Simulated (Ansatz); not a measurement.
# Nickel, bcc under RPBE: ground state and equation of state, part 2 of 2

The plan for nickel in the bcc structure: relax it, solve it on a dense k-mesh, then scale the cell to 7 volumes from 88 to 112 % of the relaxed one and try a fit of the equation of state. Spin polarisation is left out, though the real metal is magnetic, so this state lies above the ground state. The k-meshes are 16×16×16 for the relaxation; 26×26×26 for the dense run; 18×18×18 for the volumes.

Ansatz 0.2.0; DFT, RPBE, plane waves (420 eV) with PAW, scalar-relativistic. The steps go on from the part before.

## (5) The cell scaled to 92 % of its volume

This is Ni in the bcc structure; at room conditions it is fcc.

input.yaml

```yaml
crystal:
  lattice:
    - [-1.3727086404, 1.3727086404, 1.3727086404]
    - [1.3727086404, -1.3727086404, 1.3727086404]
    - [1.3727086404, 1.3727086404, -1.3727086404]
  atoms:
    - { symbol: Ni, position: [0.0, 0.0, 0.0] }
hamiltonian:
  xc: rpbe
  pseudopotentials:
    kind: paw
    azcp:
      Ni: "pseudopotentials/Ni.paw.azcp"
basis:
  ecutwfc: 420
  fft_grid_basis: typed
kpoints:
  mp_grid: { grid: [18, 18, 18], shift: [0, 0, 0] }
magnetization:
  spin_polarized: false
scf:
  occupations: { method: fermi_dirac, width: 0.1 }
  lower_state_search: "off"
output:
  stress: true
```

Standard output, cut to the lines that bear on the results:

```text
Warning: RAYON_NUM_THREADS=2 ignored (pool sized by the plan → 2); use --threads N
[...]
Pseudopotentials: kind: paw
Pseudopotential: Ni, paw, valence charge 18, recommended cutoff 420 eV (normal), <dir>
Functional definition: RPBE
[...]
Crystal: 1 atoms, lattice volume = 10.347 Å³
Basis set: ecut = 420 eV, 201 PW (Γ)
Bands: 13, of which v1, the nominal top of the filled ones, is band 9 counted from 1 (8 counted from 0)
Symmetry: 48 space group operations
Space group: Im-3m (ITA 229), of the structure as read, at distance tolerance 2.2e-5 Å
k-points: 195 of 5832
[...]
SCF iter   1: F=—  HF=-5844.607522 eV  |F-HF|=—  |Δ(HF+E_count)|=         —  Δρ=9.06e-3  dr2=3.90e-3  ethr=1.77e-3  ⟨swp⟩=5.1  Hψ=13380  notcnv=0
[...]
SCF iter   6: F=-5844.606912 eV  HF=-5844.606912 eV  |F-HF|=9.09e-12  |Δ(HF+E_count)|=  2.28e-10  Δρ=3.25e-7  dr2=4.76e-12  ethr=1.00e-12  ⟨swp⟩=1.7  Hψ=7925  notcnv=0
[...]
SCF converged after 6 iterations
Free energy (F): -5844.606912 eV
[...]
E sigma→0 (E₀):  -5844.575512 eV
Entropy (-TS):   -0.062800 eV (-62.800 meV/atom)
Fermi energy:    19.301898 eV
[...]
--- Stress (GPa, compression-positive) ---
       17.998744      -0.000000       0.000000
       -0.000000      17.998744      -0.000000
       -0.000000      -0.000000      17.998744
  P = ⅓ Tr σ = 17.9987 GPa (179.987 kbar)
```

It took 0.64 s on 2 threads of an x86-64 CPU, shared host; peak memory 0.34 GiB.

## (6) The cell scaled to 96 % of its volume

input.yaml, as its differences from that of step 5:

```diff
@@ -2,5 +2,5 @@
   lattice:
-    - [-1.3727086404, 1.3727086404, 1.3727086404]
-    - [1.3727086404, -1.3727086404, 1.3727086404]
-    - [1.3727086404, 1.3727086404, -1.3727086404]
+    - [-1.3923214136, 1.3923214136, 1.3923214136]
+    - [1.3923214136, -1.3923214136, 1.3923214136]
+    - [1.3923214136, 1.3923214136, -1.3923214136]
   atoms:
```

Standard output, cut to the lines that bear on the results:

```text
Warning: RAYON_NUM_THREADS=2 ignored (pool sized by the plan → 2); use --threads N
[...]
[... 3 set-up lines as earlier in the session ...]
[...]
Crystal: 1 atoms, lattice volume = 10.796 Å³
Basis set: ecut = 420 eV, 201 PW (Γ)
Bands: 13, of which v1, the nominal top of the filled ones, is band 9 counted from 1 (8 counted from 0)
[... 2 set-up lines as earlier in the session ...]
k-points: 195 of 5832
[...]
SCF iter   1: F=—  HF=-5844.643293 eV  |F-HF|=—  |Δ(HF+E_count)|=         —  Δρ=9.04e-3  dr2=4.07e-3  ethr=1.77e-3  ⟨swp⟩=5.0  Hψ=13299  notcnv=0
[...]
SCF iter   6: F=-5844.642689 eV  HF=-5844.642689 eV  |F-HF|=3.64e-12  |Δ(HF+E_count)|=  5.82e-11  Δρ=3.40e-7  dr2=2.51e-12  ethr=1.00e-12  ⟨swp⟩=1.5  Hψ=7707  notcnv=0
[...]
SCF converged after 6 iterations
Free energy (F): -5844.642689 eV
[...]
E sigma→0 (E₀):  -5844.609150 eV
Entropy (-TS):   -0.067080 eV (-67.080 meV/atom)
Fermi energy:    18.300218 eV
[...]
--- Stress (GPa, compression-positive) ---
        7.883949      -0.000000       0.000000
       -0.000000       7.883949       0.000000
        0.000000       0.000000       7.883949
  P = ⅓ Tr σ = 7.8839 GPa (78.839 kbar)
```

Run time: 0.72 s. Hardware: 2 threads of an x86-64 CPU, shared host; peak memory 0.36 GiB.

## (7) The cell scaled to 100 % of its volume

input.yaml, as its differences from that of step 6:

```diff
@@ -2,5 +2,5 @@
   lattice:
-    - [-1.3923214136, 1.3923214136, 1.3923214136]
-    - [1.3923214136, -1.3923214136, 1.3923214136]
-    - [1.3923214136, 1.3923214136, -1.3923214136]
+    - [-1.41139668, 1.41139668, 1.41139668]
+    - [1.41139668, -1.41139668, 1.41139668]
+    - [1.41139668, 1.41139668, -1.41139668]
   atoms:
```

Standard output, cut to the lines that bear on the results:

```text
Warning: RAYON_NUM_THREADS=2 ignored (pool sized by the plan → 2); use --threads N
[...]
[... 3 set-up lines as earlier in the session ...]
[...]
Crystal: 1 atoms, lattice volume = 11.246 Å³
Basis set: ecut = 420 eV, 225 PW (Γ)
Bands: 13, of which v1, the nominal top of the filled ones, is band 9 counted from 1 (8 counted from 0)
[... 2 set-up lines as earlier in the session ...]
k-points: 195 of 5832
[...]
SCF iter   1: F=—  HF=-5844.653777 eV  |F-HF|=—  |Δ(HF+E_count)|=         —  Δρ=8.85e-3  dr2=4.07e-3  ethr=1.77e-3  ⟨swp⟩=5.1  Hψ=13200  notcnv=0
[...]
SCF iter   6: F=-5844.653192 eV  HF=-5844.653192 eV  |F-HF|=2.73e-12  |Δ(HF+E_count)|=  1.82e-12  Δρ=4.32e-7  dr2=6.57e-12  ethr=1.00e-12  ⟨swp⟩=1.6  Hψ=7263  notcnv=0
[...]
SCF converged after 6 iterations
Free energy (F): -5844.653192 eV
[...]
E sigma→0 (E₀):  -5844.617517 eV
Entropy (-TS):   -0.071351 eV (-71.351 meV/atom)
Fermi energy:    17.379960 eV
[...]
--- Stress (GPa, compression-positive) ---
       -0.089144      -0.000000      -0.000000
        0.000000      -0.089144       0.000000
        0.000000      -0.000000      -0.089144
  P = ⅓ Tr σ = -0.0891 GPa (-0.891 kbar)
```

It took 0.65 s on 2 threads of an x86-64 CPU, shared host; peak memory 0.35 GiB.

## (8) The cell scaled to 104 % of its volume

input.yaml, as its differences from that of step 7:

```diff
@@ -2,5 +2,5 @@
   lattice:
-    - [-1.41139668, 1.41139668, 1.41139668]
-    - [1.41139668, -1.41139668, 1.41139668]
-    - [1.41139668, 1.41139668, -1.41139668]
+    - [-1.4299698189, 1.4299698189, 1.4299698189]
+    - [1.4299698189, -1.4299698189, 1.4299698189]
+    - [1.4299698189, 1.4299698189, -1.4299698189]
   atoms:
```

Standard output, cut to the lines that bear on the results:

```text
Warning: RAYON_NUM_THREADS=2 ignored (pool sized by the plan → 2); use --threads N
[...]
[... 3 set-up lines as earlier in the session ...]
[...]
Crystal: 1 atoms, lattice volume = 11.696 Å³
Basis set: ecut = 420 eV, 225 PW (Γ)
Bands: 13, of which v1, the nominal top of the filled ones, is band 9 counted from 1 (8 counted from 0)
[... 1 set-up line as earlier in the session ...]
Space group: Im-3m (ITA 229), of the structure as read, at distance tolerance 2.3e-5 Å
k-points: 195 of 5832
[...]
SCF iter   1: F=—  HF=-5844.644307 eV  |F-HF|=—  |Δ(HF+E_count)|=         —  Δρ=8.61e-3  dr2=4.01e-3  ethr=1.77e-3  ⟨swp⟩=5.2  Hψ=13118  notcnv=0
[...]
SCF iter   6: F=-5844.643770 eV  HF=-5844.643770 eV  |F-HF|=4.55e-12  |Δ(HF+E_count)|=   1.21e-8  Δρ=1.70e-6  dr2=1.25e-10  ethr=6.38e-11  ⟨swp⟩=2.4  Hψ=8822  notcnv=0
[...]
SCF converged after 6 iterations
Free energy (F): -5844.643770 eV
[...]
E sigma→0 (E₀):  -5844.605976 eV
Entropy (-TS):   -0.075589 eV (-75.589 meV/atom)
Fermi energy:    16.531849 eV
[...]
--- Stress (GPa, compression-positive) ---
       -6.375201      -0.000000      -0.000000
        0.000000      -6.375201      -0.000000
        0.000000       0.000000      -6.375201
  P = ⅓ Tr σ = -6.3752 GPa (-63.752 kbar)
```

Wall time 0.65 s (2 threads of an x86-64 CPU, shared host); peak memory 0.35 GiB.

## (9) The cell scaled to 108 % of its volume

input.yaml, as its differences from that of step 8:

```diff
@@ -2,5 +2,5 @@
   lattice:
-    - [-1.4299698189, 1.4299698189, 1.4299698189]
-    - [1.4299698189, -1.4299698189, 1.4299698189]
-    - [1.4299698189, 1.4299698189, -1.4299698189]
+    - [-1.4480726245, 1.4480726245, 1.4480726245]
+    - [1.4480726245, -1.4480726245, 1.4480726245]
+    - [1.4480726245, 1.4480726245, -1.4480726245]
   atoms:
@@ -25 +25,5 @@
   stress: true
+  write_density: true
+  write_potential: true
+  elf: true
+  volumetric_format: npy
```

Standard output, cut to the lines that bear on the results:

```text
Warning: RAYON_NUM_THREADS=2 ignored (pool sized by the plan → 2); use --threads N
[...]
[... 3 set-up lines as earlier in the session ...]
[...]
Crystal: 1 atoms, lattice volume = 12.146 Å³
Basis set: ecut = 420 eV, 225 PW (Γ)
Bands: 13, of which v1, the nominal top of the filled ones, is band 9 counted from 1 (8 counted from 0)
[... 2 set-up lines as earlier in the session ...]
k-points: 195 of 5832
[...]
SCF iter   1: F=—  HF=-5844.619143 eV  |F-HF|=—  |Δ(HF+E_count)|=         —  Δρ=8.25e-3  dr2=3.83e-3  ethr=1.77e-3  ⟨swp⟩=5.2  Hψ=13115  notcnv=0
[...]
SCF iter   6: F=-5844.618662 eV  HF=-5844.618662 eV  |F-HF|=2.36e-10  |Δ(HF+E_count)|=   4.53e-8  Δρ=3.26e-6  dr2=4.17e-10  ethr=1.80e-10  ⟨swp⟩=5.6  Hψ=14184  notcnv=0
[...]
SCF converged after 6 iterations
Free energy (F): -5844.618662 eV
[...]
E sigma→0 (E₀):  -5844.578779 eV
Entropy (-TS):   -0.079766 eV (-79.766 meV/atom)
Fermi energy:    15.747937 eV
[...]
--- Stress (GPa, compression-positive) ---
      -11.316774      -0.000000       0.000000
        0.000000     -11.316774       0.000000
       -0.000000      -0.000000     -11.316774
  P = ⅓ Tr σ = -11.3168 GPa (-113.168 kbar)
--- Band table (eV; the first three rows and the last of 195) ---
  k-point 0: bands = ["-87.1940", "-47.4260", "-47.4260", "-47.4260", "7.5589", "14.1125", "14.1125", "14.1125", "15.2484", "15.2484", "40.8409", "40.8409", "40.8409"]
[...]
```

It took 0.86 s on 2 threads of an x86-64 CPU, shared host; peak memory 0.36 GiB.

## (10) The cell scaled to 112 % of its volume

input.yaml, as its differences from that of step 9:

```diff
@@ -2,5 +2,5 @@
   lattice:
-    - [-1.4480726245, 1.4480726245, 1.4480726245]
-    - [1.4480726245, -1.4480726245, 1.4480726245]
-    - [1.4480726245, 1.4480726245, -1.4480726245]
+    - [-1.4657337873, 1.4657337873, 1.4657337873]
+    - [1.4657337873, -1.4657337873, 1.4657337873]
+    - [1.4657337873, 1.4657337873, -1.4657337873]
   atoms:
```

Standard output, cut to the lines that bear on the results:

```text
Warning: RAYON_NUM_THREADS=2 ignored (pool sized by the plan → 2); use --threads N
[...]
[... 3 set-up lines as earlier in the session ...]
[...]
Crystal: 1 atoms, lattice volume = 12.596 Å³
Basis set: ecut = 420 eV, 225 PW (Γ)
Bands: 13, of which v1, the nominal top of the filled ones, is band 9 counted from 1 (8 counted from 0)
[... 2 set-up lines as earlier in the session ...]
k-points: 195 of 5832
[...]
SCF iter   1: F=—  HF=-5844.581677 eV  |F-HF|=—  |Δ(HF+E_count)|=         —  Δρ=8.02e-3  dr2=3.77e-3  ethr=1.77e-3  ⟨swp⟩=5.2  Hψ=13038  notcnv=0
[...]
SCF iter   6: F=-5844.581234 eV  HF=-5844.581234 eV  |F-HF|=1.82e-12  |Δ(HF+E_count)|=  7.46e-11  Δρ=1.54e-7  dr2=1.01e-12  ethr=5.59e-12  ⟨swp⟩=4.9  Hψ=12952  notcnv=0
[...]
SCF converged after 6 iterations
Free energy (F): -5844.581234 eV
[...]
E sigma→0 (E₀):  -5844.539304 eV
Entropy (-TS):   -0.083860 eV (-83.860 meV/atom)
Fermi energy:    15.021311 eV
[...]
--- Stress (GPa, compression-positive) ---
      -15.186862       0.000000      -0.000000
        0.000000     -15.186862       0.000000
       -0.000000       0.000000     -15.186862
  P = ⅓ Tr σ = -15.1869 GPa (-151.869 kbar)
--- Band table (eV; the first three rows and the last of 195) ---
  k-point 0: bands = ["-87.8645", "-48.1080", "-48.1080", "-48.1080", "7.0664", "13.4669", "13.4669", "13.4669", "14.5450", "14.5450", "39.7489", "39.7489", "39.7489"]
[...]
```

It took 0.88 s on 2 threads of an x86-64 CPU, shared host; peak memory 0.37 GiB.

## (11) Energy and pressure against volume

The cell was scaled evenly, with its shape and the fractional positions fixed.

| V (Å³/atom) | E − E₀ (meV/atom) | P from the stress (GPa) | P from the fit (GPa) |
| --- | --- | --- | --- |
| 9.897 | 107.8 | 30.83 | 30.11 |
| 10.347 | 42.1 | 18.00 | 17.23 |
| 10.796 | 8.5 | 7.88 | 7.12 |
| 11.246 | 0.1 | -0.09 | -0.84 |
| 11.696 | 11.7 | -6.38 | -7.11 |
| 12.146 | 38.9 | -11.32 | -12.05 |
| 12.596 | 78.3 | -15.19 | -15.93 |

Fit (Birch-Murnaghan, third order): V₀ = 11.193 Å³/atom, B₀ = 180 GPa, B₀′ = 4.9, largest residual 0.02 meV/atom.

Fit and stress differ a little: one follows E(σ → 0), the other the smeared free energy.

## (12) Results

This closing draws on all 2 parts.

| quantity | value |
| --- | --- |
| space group (spins left aside) | Im-3m (No. 229) |
| conventional cell | a = 2.823 Å |
| volume | 11.246 Å³/atom |
| shortest distance | 2.445 Å |
| gap on the mesh | none (levels filled in part) |
| relative to fcc, ferromagnetic | +120 meV/atom |
| V₀, B₀, B₀′ | 11.193 Å³/atom, 180 GPa, 4.9 |

What this shows: The relaxation enlarged the cell by 2.8 % in volume. It lies 120 meV/atom above the element's reference form at the same level (fcc, ferromagnetic, from a run of its own); part of this is magnetic energy, as this run has no moments. No gap shows: it is a metal or semimetal at this level. B₀ comes out at 180 GPa. The symmetry was held, so the structure may be unstable against distortions that break it.
